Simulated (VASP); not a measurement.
Calculation: RPBE GGA, VASP's PBE PAW potentials (set 64) (plane waves; VASP).

VASP input:

### KPOINTS
```
Automatic mesh
0
Gamma
8 8 8
0 0 0
```

INCAR:
```
ALGO = Normal
EDIFF = 1E-7
ENCUT = 520
GGA = RP
ISIF = 2
ISMEAR = -5
LASPH = T
LCHARG = T
LEFG = T
LORBIT = 11
LREAL = F
LWAVE = F
NEDOS = 601
NELM = 100
PREC = Accurate
SYSTEM = CaF2
```

### POSCAR
```
CaF2
1
    0.0000000000     2.8061877874     2.8061877874
    2.8061877874     0.0000000000     2.8061877874
    2.8061877874     2.8061877874     0.0000000000
Ca F
1 2
Direct
  0.0000000000   0.0000000000   0.0000000000
  0.2500000000   0.2500000000   0.2500000000
  0.7500000000   0.7500000000   0.7500000000
```

POTCAR, in this order: Ca_sv F (PBE.64 set). Program: vasp_std.

Output

OSZICAR:
```
       N       E                     dE             d eps       ncg     rms          rms(c)
DAV:   1     0.224594259379E+03    0.22459E+03   -0.13839E+04   928   0.150E+03
DAV:   2    -0.829852383390E+01   -0.23289E+03   -0.23077E+03  1216   0.386E+02
DAV:   3    -0.175027642519E+02   -0.92042E+01   -0.91979E+01  1056   0.873E+01
DAV:   4    -0.178425763418E+02   -0.33981E+00   -0.33971E+00  1600   0.128E+01
DAV:   5    -0.178446381447E+02   -0.20618E-02   -0.20618E-02  1040   0.105E+00    0.826E+00
DAV:   6    -0.164420845812E+02    0.14026E+01   -0.78055E+00  1000   0.193E+01    0.323E+00
DAV:   7    -0.164771633126E+02   -0.35079E-01   -0.20488E-01  1296   0.392E+00    0.175E+00
DAV:   8    -0.165277340190E+02   -0.50571E-01   -0.58272E-02  1160   0.272E+00    0.214E-01
DAV:   9    -0.165369096504E+02   -0.91756E-02   -0.15106E-02  1216   0.984E-01    0.159E-01
DAV:  10    -0.165385442070E+02   -0.16346E-02   -0.28905E-03  1064   0.416E-01    0.365E-02
DAV:  11    -0.165385733488E+02   -0.29142E-04   -0.21225E-04  1288   0.124E-01    0.167E-02
DAV:  12    -0.165385973688E+02   -0.24020E-04   -0.54489E-05  1000   0.684E-02    0.590E-03
DAV:  13    -0.165385980620E+02   -0.69327E-06   -0.10231E-05  1432   0.247E-02    0.544E-03
DAV:  14    -0.165385969856E+02    0.10764E-05   -0.19882E-06  1080   0.154E-02    0.390E-04
DAV:  15    -0.165385970933E+02   -0.10769E-06   -0.11774E-07   984   0.331E-03    0.354E-04
DAV:  16    -0.165385970626E+02    0.30695E-07   -0.22015E-08   704   0.145E-03
   1 F= -.16538597E+02 E0= -.16538597E+02  d E =0.000000E+00
```

**OUTCAR**
```
------------------------ aborting loop because EDIFF is reached ----------------------------------------
  FORCE on cell =-STRESS in cart. coord.  units (eV):
  Direction    XX          YY          ZZ          XY          YZ          ZX
  --------------------------------------------------------------------------------------
  Total        0.0198861      0.0198861      0.0198861     -0.0000000      0.0000000      0.0000000
  in kB        0.7209086      0.7209086      0.7209086     -0.0000000      0.0000000      0.0000000
  external PRESSURE =       0.7209086 kB  Pullay stress =       0.0000000 kB
  volume of cell :       44.20
      direct lattice vectors                 reciprocal lattice vectors
     0.000000000  2.806187787  2.806187787    -0.178177669  0.178177669  0.178177669
     2.806187787  0.000000000  2.806187787     0.178177669 -0.178177669  0.178177669
     2.806187787  2.806187787  0.000000000     0.178177669  0.178177669 -0.178177669
 POSITION                                       TOTAL-FORCE (eV/Angst)
 -----------------------------------------------------------------------------------
      0.00000      0.00000      0.00000        -0.000000      0.000000      0.000000
      1.40309      1.40309      1.40309         0.000000      0.000000      0.000000
      4.20928      4.20928      4.20928        -0.000000     -0.000000     -0.000000
 -----------------------------------------------------------------------------------
    total drift:                                0.000000     -0.000000      0.000000
  FREE ENERGIE OF THE ION-ELECTRON SYSTEM (eV)
  ---------------------------------------------------
  free  energy   TOTEN  =       -16.5385970626 eV

  energy  without entropy=      -16.5385970626  energy(sigma->0) =      -16.53859706

 total charge

# of ion       s       p       d       tot
------------------------------------------
    1        2.016   5.865   0.180   8.061
    2        1.736   4.391   0.000   6.127
    3        1.736   4.391   0.000   6.127
--------------------------------------------------
tot          5.489  14.646   0.180  20.315

 Electric field gradients after diagonalization (V/A^2)
 (convention: |V_zz| > |V_xx| > |V_yy|)
----------------------------------------------------------------------
 ion       V_xx      V_yy      V_zz     asymmetry (V_yy - V_xx)/ V_zz
----------------------------------------------------------------------
   1      -0.001    -0.001     0.001       0.000
   2      -0.004    -0.004     0.008       0.000
   3      -0.004    -0.004     0.008       0.000
```
(Selected blocks of OUTCAR.)

The compound is CaF2 in the fluorite structure. It was relaxed first, which changed the volume by +9 %.
